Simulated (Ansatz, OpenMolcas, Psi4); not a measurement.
**Computed against measured: atomisation enthalpy at 298 K**

9 molecules holding an element from Na to Cl; the atomisation enthalpy at 298 K in kJ/mol, computed less measured. Shapes, held fixed at every level: PBE0-D4/def2-TZVP. Flexible molecules stand in one conformer, not always the lowest. Thermal terms are harmonic and unscaled (PBE0-D4/def2-TZVP); the spin-orbit lowering of the free atoms is taken from their spectra. Programs: Ansatz 0.2.0, OpenMolcas 26.06, Psi4 1.11. A level may come from different programs for different species; with the same settings they agree closely. Measured values: Active Thermochemical Tables, CRC Handbook of Chemistry and Physics, NIST-JANAF tables.

Levels: A = TPSS/6-311+G**; B = M06-2X/6-311+G**; C = MP2/6-311+G**.

```
                        molecule  from tabulated heats     A     B     C
        BCl3 (boron trichloride)                  1337   -22    -4   -12
        S2F2 (Difluorodisulfane)                  1049   -97  -154  -214
    PF3 (phosphorus trifluoride)                  1513  -130  -130  -174
           SO3 (sulfur trioxide)                  1420  -208  -252  -232
  CHClF2 (difluorochloromethane)                  1698   -19   -29   -65
     SiH2Cl2 (SMILES Cl[SiH2]Cl)                  1449   -41   -53  -123
      SF4 (sulfur tetrafluoride)                  1358  -144  -208  -236
C2H2Cl2 (cis-1,2-Dichloroethene)                  2108   -17   -27   -93
           C2H5Cl (chloroethane)                  2756    -1   -24  -138
```

Task: Which level does best on this set, which worst, and which err to one side?

Result: 
```
           level                 kind  mean error  mean absolute error  worst case
  TPSS/6-311+G**             meta-GGA       -75.4                 75.4         SO3
M06-2X/6-311+G**        global hybrid       -97.9                 97.9         SO3
   MP2/6-311+G**  perturbation theory      -143.0                143.0         SF4
```

On this set TPSS/6-311+G** has the smallest mean absolute error and MP2/6-311+G** the largest. TPSS/6-311+G** is too low in 9 of 9; M06-2X/6-311+G** is too low in 9 of 9; MP2/6-311+G** is too low in 9 of 9. The heats of SiH2Cl2, SF4, C2H2Cl2 come from older tables and can be uncertain by 10 kJ/mol or more. Heats of the atoms come from ATcT where it has them, that of boron, 570 kJ/mol, from recent work. The tabulated value of S2F2 is in doubt (older tables, estimates, or at odds with other calculations) and kept here. Over the 8 molecules whose values aren't doubted the mean absolute errors are A 72.8; B 90.9; C 134.1. Correlated wave functions converge slowly with the basis. The set is small.

The large density-functional errors fall on SO3, SF4 and PF3, whereas the carbon chlorides and BCl3 come out much closer. In the former, strongly electronegative ligands leave sulfur or phosphorus highly positive, and describing the contracted density around it takes tight d functions. These act as polarisation functions, not as occupied valence orbitals. The free atoms need them far less, so a basis without them underbinds the molecule. That both functionals fail on the same species suggests a shared basis deficiency more than a fault of either.

MP2 adds a broader deficit, reaching -138 for chloroethane, where many electron pairs formed on bonding are incompletely correlated. Near the basis limit MP2 tends to overbind, so the sign here is probably a basis effect; the small error for BCl3 may reflect cancellation.

The ranking therefore applies to these combinations of method and basis, not to the methods themselves. M06-2X normally surpasses TPSS for main-group thermochemistry, and even here it is better for BCl3 and level for PF3.
